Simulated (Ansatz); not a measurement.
This log comes from Ansatz, run on InAs in the h-MgO structure. The geometry is the r2SCAN minimum.

The cell given to it:
```xyz
4
Lattice="4.6076 0.0000 0.0000 -2.3038 3.9903 0.0000 0.0000 0.0000 5.9962" Properties=species:S:1:pos:R:3 pbc="T T T"
In    0.0000    2.6602    1.4991
In    2.3038    1.3301    4.4972
As    2.3038    1.3301    1.4991
As    0.0000    2.6602    4.4972
```

Output, abridged:
```
scf.n_extra_bands = 5 over 28 filled bands (N_el = 56.0): the run solves 33 bands
Functional definition: PBE
Crystal: 4 atoms, lattice volume = 110.247 Å³
Basis set: ecut = 420 eV, 2187 PW (Γ)
Bands: 33, of which v1, the nominal top of the filled ones, is band 28 counted from 1 (27 counted from 0)
Symmetry: 24 space group operations
Space group: P63/mmc (ITA 194)
k-points: 21 of 144
preconditioner: auto → LDOS  [σ=0.020 eV  ℏωp=21.2 eV  β→1.0]
SCF 1 converged in 6 iterations: F = -20907.986020 eV  dr2 = 3.17e-8
SCF converged after 6 iterations
Free energy (F): -20907.986020 eV
Internal energy: -20907.982379 eV  (E = F + TS)
E sigma→0 (E₀):  -20907.984200 eV
Entropy (-TS):   -0.003641 eV (-0.910 meV/atom)
Fermi energy:    7.969362 eV
--- Per-component energies (eV) ---
  E_band       = -618.897512
  E_kinetic    = 691.747883
  E_local      = -6503.726653
  E_nonlocal   = -606.922396
  E_hartree    = 3149.471992
  E_xc         = -588.612317
  E_vxc        = -356.520227
  E_paw        = -11980.140833
  E_vpaw       = -142.414491
  E_ewald      = -5069.800123
  E_smearing   = -0.003641
--- Forces (eV/Å), atoms counted from 1 ---
  atom   1  In      0.00000      0.00000      0.00000
  atom   2  In      0.00000      0.00000      0.00000
  atom   3  As      0.00000      0.00000      0.00000
  atom   4  As      0.00000      0.00000      0.00000
--- Stress (GPa, compression-positive) ---
        2.564052       0.000000       0.000000
        0.000000       2.564052       0.000000
        0.000000       0.000000       0.872395
  P = ⅓ Tr σ = 2.0002 GPa (20.002 kbar)
--- Band table (eV; the first three rows and the last of 21) ---
  k-point 0: bands = […, 3.5881, 5.6509, 6.0375, 6.0375, 7.4617, 7.5912, 7.5912, 8.2588, 11.0120, 11.0120, …]
  k-point 1: bands = […, 4.0551, 6.1348, 6.2375, 6.2375, 6.3993, 7.3395, 7.3395, 9.7735, 11.0636, 11.0636, …]
  k-point 2: bands = […, 4.9344, 4.9344, 6.7594, 6.7594, 6.7594, 6.7594, 8.5021, 8.5021, 11.5232, 11.5232, …]
  k-point 20: bands = […, 1.8375, 1.8375, 4.6754, 4.6754, 8.2149, 8.2149, 10.6484, 10.6484, 12.0758, 12.0758, …]
```

Question: What input produced it? Give the YAML, leaving the band path aside.

Answer:
```yaml
crystal:
  # lattice and atoms as above
kpoints:
  mp_grid: { grid: [6, 6, 4] }
hamiltonian:
  xc: pbe
scf:
  occupations: { method: fermi_dirac, width: 0.02 }
  n_extra_bands: 5
output:
  forces: true
  stress: true
  eigenvalues: true
```
A single point prints forces and stress when the output block asks for them. This is the file that was run; thresholds and some counts can't be read off the log exactly.

With PBE the bands overlap by 1.09 eV (counted from 1, band 28 peaks at H and band 29 bottoms out at Γ–A (0.70 of the way from Γ)): no gap.

Note: simulated data, non-magnetic, for a generated structure that need not be the stable one.

No spin-orbit coupling is included; it can move band edges with weight on the heavy atoms by tenths of an eV.

Where bands overlap, v1 and c1 are numbered by the electron count and aren't everywhere filled or empty.

Where bands overlap the cell is a metal at that level, and these k meshes limit energies, forces and stress.
